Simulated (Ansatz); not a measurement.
I:

```xyz
4
Lattice="3.6350 -2.3950 0.0000 3.6350 2.3950 0.0000 0.0000 0.0000 9.7934" Properties=species:S:1:pos:R:3 pbc="T T T"
I     3.6350   -0.7152    3.7646
I     3.6350    1.6799    1.1321
I     3.6350    0.7152    6.0288
I     3.6350   -1.6799    8.6613
```

Base run:

```yaml
Program: Ansatz 0.2.0
Functional: HSE06 form with a typed share of exact exchange
Potentials_or_basis: Ansatz PAW
Cutoff: "420 eV (not typed: the program's choice for these potentials)"
k_mesh: 4 × 4 × 2
Occupations: fermi-dirac, width 0.05 eV
Spin: no spin polarisation
```

Its results: band gap on the k mesh 1.79 eV, indirect (least direct gap 1.96 eV); pressure 1.1 GPa; largest force 0.445 eV/Å.

**Question.** The run is repeated on the same cell with these changes: screening (1/å) from 0.4 to 0.6. What comes out?

**Answer.** Band gap on the k mesh 1.59 eV, indirect (least direct gap 1.74 eV); pressure 1.3 GPa; largest force 0.572 eV/Å.

Caveats: spin-orbit coupling is left out, which moves the levels of the heavy elements; the PAW data sets come from PBE, with cores solved anew for the run's functional, which leaves a small shift of forces and pressure; the thresholds are loose for stress.

A k mesh can miss the band edges.
